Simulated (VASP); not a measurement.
# KBr (Amm2) in VASP: notebook

One crystal, KBr, is run at these levels: LDA; tasks: single point.

Program: VASP 6.6.1. These are calculated values, not measurements. Logs are shortened: lines on timing, memory, paths and dates and some standing lists are left out, and cuts for length are marked.

### 1 The cell of the first run

It takes space group Amm2 (No. 38, orthorhombic). The conventional cell has a = 4.043 Å, b = 5.718 Å, c = 5.718 Å, α = 90.00°, β = 90.00°, γ = 90.00°. K (site symmetry mm2) is surrounded by 8 Br at 3.38 to 3.63 Å. Br (site symmetry mm2) has 8 K at 3.38 to 3.63 Å as nearest neighbours.

The cell comes from a database or a generator and needn't be the stable form of this composition.

### 2 Single point, LDA (atom 1 (K) moved by (-0.150, +0.000) A along [1 1 0] and z)

File INCAR:

```
  ALGO = Normal
  EDIFF = 1E-7
  ENCUT = 520
  ISIF = 2
  ISMEAR = 0
  LASPH = T
  LCHARG = F
  LREAL = F
  LWAVE = F
  NBANDS = 15
  NELM = 80
  PREC = Accurate
  SIGMA = 0.05
```

File KPOINTS:

```
k-points
0
Gamma
  6 6 6
```

File POSCAR:

```
KBr
1.0
    4.0434990000      0.0000000000      0.0000000000
    0.0000000000      4.0434990000      0.0000000000
    0.0000000000      0.0000000000      4.0434990000
K Br
1 1
Direct
   -0.0262312461     -0.0262312461      0.0000000000
    0.5000000000      0.5000000000      0.5000000000
```

Potentials or basis: VASP PAW LDA potentials, release 64 (K_sv, Br).

On the command line:

```console
cat potpaw_LDA.64/K_sv/POTCAR potpaw_LDA.64/Br/POTCAR > POTCAR
mpirun -np 1 vasp_std > vasp.out
```

OUTCAR:

```text
EDIFF = 1E-7
   ENCUT = 520
   ISIF = 2
   ISMEAR = 0
   LASPH = T
   LREAL = F
   NELM = 80
   PREC = Accurate

 ion  position               nearest neighbor table
   1  0.974  0.974  0.000-
   2  0.500  0.500  0.500-

  LATTYP: Found a simple cubic cell.
 ALAT       =     4.0434990000

  Lattice vectors:

 A1 = (   4.0434990000,   0.0000000000,   0.0000000000)
 A2 = (   0.0000000000,   4.0434990000,   0.0000000000)
 A3 = (   0.0000000000,   0.0000000000,   4.0434990000)

Analysis of symmetry for initial positions (statically):
=====================================================================
 Subroutine PRICEL returns:
 Original cell was already a primitive cell.

 Routine SETGRP: Setting up the symmetry group for a
 simple cubic supercell.

 Subroutine GETGRP returns: Found  4 space group operations
 (whereof  4 operations were pure point group operations)
 out of a pool of 48 trial point group operations.

The static configuration has the point symmetry C_2v.

Analysis of symmetry for dynamics (positions and initial velocities):
=====================================================================
 Subroutine PRICEL returns:
 Original cell was already a primitive cell.

 Routine SETGRP: Setting up the symmetry group for a
 simple cubic supercell.

 Subroutine GETGRP returns: Found  4 space group operations
 (whereof  4 operations were pure point group operations)
 out of a pool of 48 trial point group operations.

The dynamic configuration has the point symmetry C_2v.

 Subroutine INISYM returns: Found  4 space group operations
 (whereof  4 operations are pure point group operations),
 and found     1 'primitive' translations

----------------------------------------------------------------------------------------

                                     Primitive cell

  volume of cell :      66.1107

  direct lattice vectors                    reciprocal lattice vectors
     4.043499000  0.000000000  0.000000000     0.247310559  0.000000000  0.000000000
     0.000000000  4.043499000  0.000000000     0.000000000  0.247310559  0.000000000
     0.000000000  0.000000000  4.043499000     0.000000000  0.000000000  0.247310559

  length of vectors
     4.043499000  4.043499000  4.043499000     0.247310559  0.247310559  0.247310559

  position of ions in fractional coordinates (direct lattice)
     0.973768754  0.973768754  0.000000000
     0.500000000  0.500000000  0.500000000

  ion indices of the primitive-cell ions
   primitive index   ion index
[... 85 lines left out ...]
   NELECT =      16.0000    total number of electrons
   NUPDOWN=      -1.0000    fix difference up-down
   EMIN   =  10.00;   EMAX   =-10.00  energy-range for DOS
   EFERMI =   0.00;   METHOD = LEGACY
   ISMEAR =     0;   SIGMA  =   0.05  broadening in eV -4-tet -1-fermi 0-gaus
   EFERMI_NEDOS =   21; number of points for ismear=-14 and -15
   IALGO  =     38    algorithm
   IMIX   =      4    mixing-type and parameters
     AMIX     =   0.40;   BMIX     =  1.00
     AMIX_MAG =   1.60;   BMIX_MAG =  1.00
  volume/ion in A,a.u.               =      33.06       223.07
  Fermi-wavevector in a.u.,A,eV,Ry     =   1.020213  1.927923 14.161412  1.040834
  Thomas-Fermi vector in A             =   2.153770
   LORBIT       =      0    0 simple, 1 ext, 2 COOP (PROOUT), +10 PAW based schemes
   GGA     = CA    functional components
   LHFCALC =     F    Hartree Fock is set to
   AEXX    =    0.0000 exact exchange contribution
   IVDW    =     0    specifies the selected vdW correction
   LEPSILON=     F    determine dielectric tensor
   LRPA    =     F    only Hartree local field effects (RPA)
 non-spin polarized calculation
 Gauss-broadening in eV      SIGMA  =   0.05
  energy-cutoff  :      520.00
  volume of cell :       66.11
 maximum number of plane-waves:      1800
   NGX = 15   NGY = 15   NGZ = 15

 number of electron      15.9999995 magnetization

 Free energy of the ion-electron system (eV)
  ---------------------------------------------------
  ext. energy  EPLUGINS =         0.00000000
  ---------------------------------------------------
  free energy    TOTEN  =        -6.68105904 eV

  energy without entropy =       -6.68105904  energy(sigma->0) =       -6.68105904

 E-fermi :  -0.7321     XC(G=0):  -8.3133

 val. band max:       -0.9358120660   @ k =   0.0000   0.5000   0.5000
 cond. band min:       2.5557860321   @ k =   0.0000   0.0000   0.0000
 fundamental gap:      3.4915980981
 Fermi energy:        -0.7321093719

 k-point     1 :       0.0000    0.0000    0.0000
  band No.  band energies     occupation
      1     -29.1931      2.00000
      2     -13.7473      2.00000
      3     -12.8515      2.00000
      4     -12.8514      2.00000
      5     -12.8466      2.00000
      6      -1.2061      2.00000
      7      -1.2022      2.00000
      8      -1.2010      2.00000
      9       2.5558      0.00000
     10       4.6587      0.00000
     11       4.6847      0.00000
     12       8.5763      0.00000
     13       8.5966      0.00000
     14       8.6029      0.00000
[... 401 lines left out ...]
      2     -13.5195      2.00000
      3     -13.0049      2.00000
      4     -12.9808      2.00000
      5     -12.8143      2.00000
      6      -2.3535      2.00000
      7      -2.3521      2.00000
      8      -0.9396      2.00000
      9       3.9795      0.00000
     10       5.3089      0.00000
     11       6.9257      0.00000
     12       6.9471      0.00000
     13       8.9408      0.00000
     14       8.9887      0.00000
     15       9.8653      0.00000

 [... further k-points ...]

------------------------ aborting loop because EDIFF is reached ----------------------------------------

  FORCE on cell =-STRESS in cart. coord.  units (eV):
  Direction    XX          YY          ZZ          XY          YZ          ZX
  --------------------------------------------------------------------------------------
  -------------------------------------------------------------------------------------
  Total       -1.0340478     -1.0340478     -1.0357246      0.0376896      0.0000000      0.0000000
  in kB      -25.0598910    -25.0598910    -25.1005287      0.9133982      0.0000000      0.0000000
  external PRESSURE =     -25.0734369 kB  Pullay stress =       0.0000000 kB

 VOLUME and BASIS-vectors are now :
 -----------------------------------------------------------------------------
  energy-cutoff  :      520.00
  volume of cell :       66.11
      direct lattice vectors                 reciprocal lattice vectors
     4.043499000  0.000000000  0.000000000     0.247310559  0.000000000  0.000000000
     0.000000000  4.043499000  0.000000000     0.000000000  0.247310559  0.000000000
     0.000000000  0.000000000  4.043499000     0.000000000  0.000000000  0.247310559

 POSITION                                       TOTAL-FORCE (eV/Angst)
 -----------------------------------------------------------------------------------
      3.93743      3.93743      0.00000         0.034276      0.034276      0.000000
      2.02175      2.02175      2.02175        -0.034276     -0.034276      0.000000
 -----------------------------------------------------------------------------------
    total drift:                               -0.000069     -0.000069      0.000000

  FREE ENERGIE OF THE ION-ELECTRON SYSTEM (eV)
  ---------------------------------------------------
  free  energy   TOTEN  =        -6.6810590376 eV

  energy  without entropy=       -6.6810590376  energy(sigma->0) =       -6.68105904
```

Wall time 28 s (1 thread of Intel Xeon Platinum 8488C (Sapphire Rapids), shared host); peak memory 0.17 GiB.

What came out:

* Free energy: -6.6811 eV
* Pressure: -2.5 GPa
* Largest force: 0.048 eV/Å
* Band gap on the k mesh: 3.49 eV, indirect (least direct gap 3.76 eV)

Forces in eV/Å, atoms in the order of the input:
```
K    0.034  0.034  0.000
Br  -0.034 -0.034  0.000
```

Levels at points of the mesh, in eV from the valence-band top:
```tsv
k point	band 4	band 5	band 6	band 7	band 8	band 9	band 10	band 11	band 12	band 13
(0.00, 0.00, 0.00)	-11.92	-11.91	-0.27	-0.27	-0.27	3.49	5.59	5.62	9.51	9.53
(0.50, 0.00, 0.00)	-11.89	-11.76	-2.02	-0.24	-0.24	6.16	6.88	7.36	8.64	9.47
(0.00, 0.00, 0.50)	-11.89	-11.75	-2.02	-0.24	-0.23	6.15	6.88	7.34	8.54	9.53
(0.50, 0.50, 0.00)	-12.04	-11.88	-1.42	-1.42	0.00	4.92	6.24	7.86	7.88	9.88
(0.00, 0.50, 0.50)	-12.06	-11.88	-1.42	-1.42	0.00	4.92	6.26	7.86	7.87	9.93
(0.50, 0.50, 0.50)	-12.03	-12.03	-1.46	-1.46	-1.45	7.08	7.09	7.11	9.21	9.27
```

### 3 Single point, LDA (atom 1 (K) moved by (+0.000, -0.300) A along [1 1 0] and z)

File INCAR:

```
SYSTEM = KBr
PREC = Accurate
ENCUT = 520
EDIFF = 1E-7
ISMEAR = 0
SIGMA = 0.05
LREAL = .False.
LASPH = .True.
NELM = 60
ALGO = Fast
ISIF = 2
LWAVE = .False.
LCHARG = .False.
NBANDS = 15
```

File KPOINTS:

```
Automatic mesh
0
Gamma
  6 6 6
  0 0 0
```

Changes to POSCAR since step 2:

```diff
@@ -8,3 +8,3 @@
 Direct
-   -0.0262312461     -0.0262312461      0.0000000000
+    0.0000000000      0.0000000000     -0.0741931678
     0.5000000000      0.5000000000      0.5000000000
```

Potentials or basis: VASP PAW LDA potentials, release 64 (K_sv, Br).

On the command line:

```console
cat potpaw_LDA.64/K_sv/POTCAR potpaw_LDA.64/Br/POTCAR > POTCAR
mpirun -np 1 vasp_std > vasp.out
```

It took 38 s on 1 thread of Intel Xeon Platinum 8488C (Sapphire Rapids), shared host; peak memory 0.16 GiB.

It converged, with:

```
Free energy            : -6.6707 eV
Pressure               : -2.2 GPa
Largest force          : 0.096 eV/Å
Band gap on the k mesh : 3.50 eV, indirect (least direct gap 3.78 eV)
```

Forces on the atoms (eV/Å):
```
K    0.000  0.000  0.096
Br   0.000  0.000 -0.096
```

Levels at points of the mesh, in eV from the valence-band top:
```
           k point  band 6  band 7  band 8  band 9  band 10  band 11
(0.00, 0.00, 0.00)   -0.28   -0.27   -0.27    3.50     5.57     5.78
(0.50, 0.00, 0.00)   -2.01   -0.27   -0.20    6.13     6.81     7.33
(0.00, 0.00, 0.50)   -2.00   -0.24   -0.24    6.20     6.79     7.42
(0.50, 0.50, 0.00)   -1.42   -1.42    0.00    4.96     6.39     7.89
(0.00, 0.50, 0.50)   -1.43   -1.40   -0.03    4.93     6.26     7.89
(0.50, 0.50, 0.50)   -1.45   -1.45   -1.44    6.98     6.98     7.18
```

A k mesh can miss the band edges.
